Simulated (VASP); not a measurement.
# AlP in VASP: further runs, part 2 of 2

VASP 6.6.1.

## Step 3: Work function, PBEsol

Contents of INCAR:

```
PREC = Accurate ; ENCUT = 520
EDIFF = 1E-6 ; ISMEAR = 0
SIGMA = 0.05 ; LREAL = False
LASPH = True ; NELM = 100
ALGO = Normal ; ISIF = 2
LWAVE = False ; LCHARG = True
LDIPOL = True ; IDIPOL = 3
DIPOL = 0.5 0.5 0.500 ; GGA = PS
LVHAR = True ; LVACPOTAV = True
KPAR = 2
```

Contents of KPOINTS:

```
regular mesh
0
Gamma
  2 4 1
```

Contents of POSCAR:

```
AlP                                     
1.0
    5.4510000000      0.0000000000      0.0000000000
    0.0000000000      3.8544390640      0.0000000000
    0.0000000000      0.0000000000     29.4905367250
  Al              P             
     8     8
Direct
     0.5617697304330913    0.5000000000000000    0.2855289978740027
     0.9835653799033329    0.0000000000000000    0.3323022158710041
     0.4881493639706207    0.5000000000000000    0.4023275605623793
     0.9870160994172916    0.0000000000000000    0.4663293306116631
     0.4870160994172915    0.5000000000000000    0.5336706693883366
     0.9881493639706209    0.0000000000000000    0.5976724394376204
     0.4835653799033328    0.5000000000000000    0.6676977841289958
     0.0617697304330912    0.0000000000000000    0.7144710021259971
     0.7648214001111562    0.0000000000000000    0.2631946427590869
     0.2348483680402614    0.5000000000000000    0.3364579913921326
     0.7413991131040661    0.0000000000000000    0.4001333722749537
     0.2384305450201799    0.5000000000000000    0.4677432235523153
     0.7384305450201801    0.0000000000000000    0.5322567764476845
     0.2413991131040662    0.5000000000000000    0.5998666277250465
     0.7348483680402614    0.0000000000000000    0.6635420086078673
     0.2648214001111561    0.5000000000000000    0.7368053572409129
```

Potentials or basis: VASP PAW PBE potentials, release 64 (Al, P).

Launch:

```sh
$ cat potpaw_PBE.64/Al/POTCAR potpaw_PBE.64/P/POTCAR > POTCAR
$ mpirun -np 8 vasp_std > vasp.out
```

OUTCAR:

```text
PREC = Accurate
   ENCUT = 520
   EDIFF = 1E-6
   ISMEAR = 0
   LREAL = False
   LASPH = True
   NELM = 100
   ISIF = 2
   GGA = PS

 ion  position               nearest neighbor table
   1  0.562  0.500  0.286-   9 2.32   9 2.32  10 2.33   2 3.30   2 3.30
   2  0.984  0.000  0.332-   9 2.36  10 2.37  10 2.37  11 2.40   1 3.30   1 3.30
   3  0.488  0.500  0.402-  12 2.36  11 2.37  11 2.37  10 2.38
   4  0.987  0.000  0.466-  12 2.37  12 2.37  11 2.37  13 2.37
   5  0.487  0.500  0.534-  13 2.37  13 2.37  14 2.37  12 2.37
   6  0.988  0.000  0.598-  13 2.36  14 2.37  14 2.37  15 2.38
   7  0.484  0.500  0.668-  16 2.36  15 2.37  15 2.37  14 2.40   8 3.30   8 3.30
   8  0.062  0.000  0.714-  16 2.32  16 2.32  15 2.33   7 3.30   7 3.30
   9  0.765  0.000  0.263-   1 2.32   1 2.32   2 2.36
  10  0.235  0.500  0.336-   1 2.33   2 2.37   2 2.37   3 2.38
  11  0.741  0.000  0.400-   4 2.37   3 2.37   3 2.37   2 2.40
  12  0.238  0.500  0.468-   3 2.36   4 2.37   4 2.37   5 2.37
  13  0.738  0.000  0.532-   6 2.36   5 2.37   5 2.37   4 2.37
  14  0.241  0.500  0.600-   5 2.37   6 2.37   6 2.37   7 2.40
  15  0.735  0.000  0.664-   8 2.33   7 2.37   7 2.37   6 2.38
  16  0.265  0.500  0.737-   8 2.32   8 2.32   7 2.36

  LATTYP: Found a simple orthorhombic cell.
 ALAT       =     3.8544390640
 B/A-ratio  =     1.4142135625
 C/A-ratio  =     7.6510579712

  Lattice vectors:

 A1 = (   0.0000000000,  -3.8544390640,   0.0000000000)
 A2 = (   5.4510000000,   0.0000000000,   0.0000000000)
 A3 = (   0.0000000000,   0.0000000000,  29.4905367250)

Analysis of symmetry for initial positions (statically):
=====================================================================
 Subroutine PRICEL returns:
 Original cell was already a primitive cell.

 Routine SETGRP: Setting up the symmetry group for a
 simple orthorhombic supercell.

 Subroutine GETGRP returns: Found  4 space group operations
 (whereof  2 operations were pure point group operations)
 out of a pool of  8 trial point group operations.

The static configuration has the point symmetry C_1h.
 The point group associated with its full space group is C_2v.

Analysis of symmetry for dynamics (positions and initial velocities):
=====================================================================
 Subroutine PRICEL returns:
 Original cell was already a primitive cell.

 Routine SETGRP: Setting up the symmetry group for a
 simple orthorhombic supercell.

 Subroutine GETGRP returns: Found  4 space group operations
 (whereof  2 operations were pure point group operations)
 out of a pool of  8 trial point group operations.

The dynamic configuration has the point symmetry C_1h.
 The point group associated with its full space group is C_2v.

 Subroutine INISYM returns: Found  4 space group operations
 (whereof  2 operations are pure point group operations),
 and found     1 'primitive' translations

----------------------------------------------------------------------------------------

                                     Primitive cell

  volume of cell :     619.6123

  direct lattice vectors                    reciprocal lattice vectors
     5.451000000  0.000000000  0.000000000     0.183452578  0.000000000  0.000000000
     0.000000000  3.854439064  0.000000000     0.000000000  0.259441123  0.000000000
     0.000000000  0.000000000 29.490536725     0.000000000  0.000000000  0.033909183

  length of vectors
[... 70 lines left out ...]
  0.500000  0.250000  0.000000      2.000000
  0.000000  0.500000  0.000000      1.000000
  0.500000  0.500000  0.000000      1.000000
   k-points           NKPTS =      6   k-points in BZ     NKDIM =      6   number of bands    NBANDS=     44
   number of dos      NEDOS =    301   number of ions     NIONS =     16
   total plane-waves  NPLWV = 282240
   dimension x,y,z NGX =    42 NGY =   30 NGZ =  224
   dimension x,y,z NGXF=    84 NGYF=   60 NGZF=  448
   ions per type =               8   8
   NGX,Y,Z   is equivalent  to a cutoff of  12.81, 12.94, 12.63 a.u.
   NGXF,Y,Z  is equivalent  to a cutoff of  25.62, 25.88, 25.25 a.u.
 SYSTEM =  unknown system
   PREC   = accura    normal or accurate (medium, high low for compatibility)
   ISTART =      0    job   : 0-new  1-cont  2-samecut
   ICHARG =      2    charge: 1-file 2-atom 10-const
   ISPIN  =      1    spin polarized calculation?
   LNONCOLLINEAR =      F non collinear calculations
   LSORBIT =      F    spin-orbit coupling
   LASPH  =      T    aspherical Exc in radial PAW
   ENCUT  =  520.0 eV  38.22 Ry    6.18 a.u.  10.14  7.17 54.83*2*pi/ulx,y,z
   NELM   =    100;   NELMIN=  2; NELMDL= -5     # of ELM steps
   EDIFF  = 0.1E-05   stopping-criterion for ELM
   LREAL  =      F    real-space projection
[... 7 lines left out ...]
   TEBEG  =    0.0;   TEEND  =   0.0 temperature during run
   PSTRESS=    0.0 pullay stress
   NELECT =      64.0000    total number of electrons
   NUPDOWN=      -1.0000    fix difference up-down
   EMIN   =  10.00;   EMAX   =-10.00  energy-range for DOS
   EFERMI =   0.00;   METHOD = LEGACY
   ISMEAR =     0;   SIGMA  =   0.05  broadening in eV -4-tet -1-fermi 0-gaus
   EFERMI_NEDOS =   21; number of points for ismear=-14 and -15
   IALGO  =     38    algorithm
   IMIX   =      4    mixing-type and parameters
     AMIX     =   0.40;   BMIX     =  1.00
     AMIX_MAG =   1.60;   BMIX_MAG =  1.00
  volume/ion in A,a.u.               =      38.73       261.33
  Fermi-wavevector in a.u.,A,eV,Ry     =   0.768118  1.451533  8.027516  0.590006
  Thomas-Fermi vector in A             =   1.868822
   LORBIT       =      0    0 simple, 1 ext, 2 COOP (PROOUT), +10 PAW based schemes
   GGA     = PS    functional components
   LHFCALC =     F    Hartree Fock is set to
   AEXX    =    0.0000 exact exchange contribution
   IVDW    =     0    specifies the selected vdW correction
   LEPSILON=     F    determine dielectric tensor
   LRPA    =     F    only Hartree local field effects (RPA)
 non-spin polarized calculation
 Gauss-broadening in eV      SIGMA  =   0.05
  energy-cutoff  :      520.00
  volume of cell :      619.61
 maximum number of plane-waves:     16720
 NGX is ok and might be reduce to    42
   NGX = 21   NGY = 15   NGZ =109

 number of electron      64.0000002 magnetization

 dipolmoment           0.000000      0.000000     -0.000000 electrons x Angstroem

 Free energy of the ion-electron system (eV)
  ---------------------------------------------------
  ext. energy  EPLUGINS =         0.00000000
  ---------------------------------------------------
  free energy    TOTEN  =       -85.20970716 eV

  energy without entropy =      -85.20970716  energy(sigma->0) =      -85.20970716

 E-fermi :  -0.0702     XC(G=0):  -5.3901

 val. band max:       -0.2884010703   @ k =   0.0000   0.0000   0.0000
 cond. band min:       0.7899573724   @ k =   0.0000   0.5000   0.0000
 fundamental gap:      1.0783584427
 Fermi energy:        -0.0702261019

 k-point     1 :       0.0000    0.0000    0.0000
  band No.  band energies     occupation
      1     -11.7309      2.00000
      2     -11.4602      2.00000
      3     -10.9943      2.00000
      4     -10.3621      2.00000
      5      -9.8418      2.00000
      6      -9.5291      2.00000
[... 271 lines left out ...]
     43       4.1894      0.00000
     44       4.1894      0.00000

------------------------ aborting loop because EDIFF is reached ----------------------------------------

  FORCE on cell =-STRESS in cart. coord.  units (eV):
  Direction    XX          YY          ZZ          XY          YZ          ZX
  --------------------------------------------------------------------------------------
  -------------------------------------------------------------------------------------
  Total       -1.1019286      0.0898838     -0.1303888      0.0000000      0.0000000      0.0000000
  in kB       -2.8493380      0.2324192     -0.3371561      0.0000000      0.0000000      0.0000000
  external PRESSURE =      -0.9846916 kB  Pullay stress =       0.0000000 kB

 VOLUME and BASIS-vectors are now :
 -----------------------------------------------------------------------------
  energy-cutoff  :      520.00
  volume of cell :      619.61
      direct lattice vectors                 reciprocal lattice vectors
     5.451000000  0.000000000  0.000000000     0.183452578  0.000000000  0.000000000
     0.000000000  3.854439064  0.000000000     0.000000000  0.259441123  0.000000000
     0.000000000  0.000000000 29.490536725     0.000000000  0.000000000  0.033909183

 POSITION                                       TOTAL-FORCE (eV/Angst)
 -----------------------------------------------------------------------------------
      3.06221      1.92722      8.42040         0.014104      0.000000     -0.011764
      5.36141      0.00000      9.79977        -0.002412      0.000000     -0.002530
      2.66090      1.92722     11.86486         0.006866      0.000000      0.001352
      5.38022      0.00000     13.75230         0.012286      0.000000      0.000236
      2.65472      1.92722     15.73823         0.012286      0.000000     -0.000236
      5.38640      0.00000     17.62568         0.006866      0.000000     -0.001352
[... 8 lines left out ...]
      4.00566      0.00000     19.56821        -0.004588      0.000000     -0.000511
      1.44354      1.92722     21.72879        -0.007755      0.000000     -0.010504
 -----------------------------------------------------------------------------------
    total drift:                                0.000198      0.000000     -0.000001

  FREE ENERGIE OF THE ION-ELECTRON SYSTEM (eV)
  ---------------------------------------------------
  free  energy   TOTEN  =       -85.2097071641 eV

  energy  without entropy=      -85.2097071641  energy(sigma->0) =      -85.20970716

 vacuum level on the upper side and lower side of the slab         5.388         5.388
```

Run time: 67 s. Hardware: 8 MPI ranks of Intel Xeon Platinum 8259CL at 2.50GHz (Skylake/Cascade Lake), shared host; peak memory 0.31 GiB.

Results:

```
Free energy                            : -85.2097 eV
Largest force                          : 0.021 eV/Å
Band gap on the k mesh                 : 1.08 eV, indirect (least direct gap 1.57 eV)
Ionisation potential of the upper face : 5.68 eV
```

Forces in eV/Å, atoms in the order of the input:
```
Al   0.014  0.000 -0.012
Al  -0.002  0.000 -0.003
Al   0.007  0.000  0.001
Al   0.012  0.000  0.000
Al   0.012  0.000  0.000
Al   0.007  0.000 -0.001
Al  -0.002  0.000  0.003
Al   0.014  0.000  0.012
P   -0.008  0.000  0.011
P   -0.005  0.000  0.001
P   -0.003  0.000  0.021
P   -0.016  0.000 -0.006
P   -0.016  0.000  0.006
P   -0.003  0.000 -0.021
P   -0.005  0.000 -0.001
P   -0.008  0.000 -0.011
```

Caveat: the k mesh is coarse (spacing up to 0.58 Å⁻¹), so the values aren't converged; the PAW data sets were made with another functional, which shifts forces and pressure a little.
